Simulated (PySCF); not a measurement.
**SMILES c1c[nH]cn1, C3H4N2**

Geometry (Å), atoms numbered from 1 in this order:
```xyz
9

C    -0.848   -0.922    0.087
C    -0.939    0.421   -0.195
N     0.349    0.886   -0.119
C     1.143   -0.172    0.199
N     0.450   -1.274    0.330
H    -1.657   -1.650    0.126
H    -1.780    1.066   -0.436
H     0.649    1.839   -0.271
H     2.222   -0.074    0.321
```

Method: GIAO X3LYP/aug-pcSseg-1 magnetisability, rotational g tensor and spin-rotation constants, non-relativistic, gas phase in PySCF. Geometry: PBE0-D3(BJ)/def2-SVP.

Task: Give the nuclear spin-rotation constants along the inertial axes (H = +C I·J) beside the isotropic shieldings.

Result: Rotational constants 9.8209, 9.4308, 4.8110 GHz. A star marks the isotopologue with that one atom substituted, in its own axes.
```tsv
atom	isotope	Caa (kHz)	Cbb (kHz)	Ccc (kHz)	mean (kHz)	σ (ppm)
N3	14N	1.425	1.112	0.286	0.941	80.8
N5	14N	1.956	2.490	0.141	1.529	-46.4
H6	1H	-0.429	0.519	-0.462	-0.124	24.1
H7	1H	0.056	-0.004	-0.503	-0.150	24.3
H8	1H	0.646	-0.582	-0.506	-0.147	22.8
H9	1H	-0.987	0.967	-0.447	-0.156	23.9
C1	13C*	3.822	4.018	0.887	2.909	41.4
C2	13C*	3.636	3.626	0.756	2.673	60.3
C4	13C*	3.741	3.900	0.989	2.877	40.8
```
For the geometry as given, no vibrational averaging.
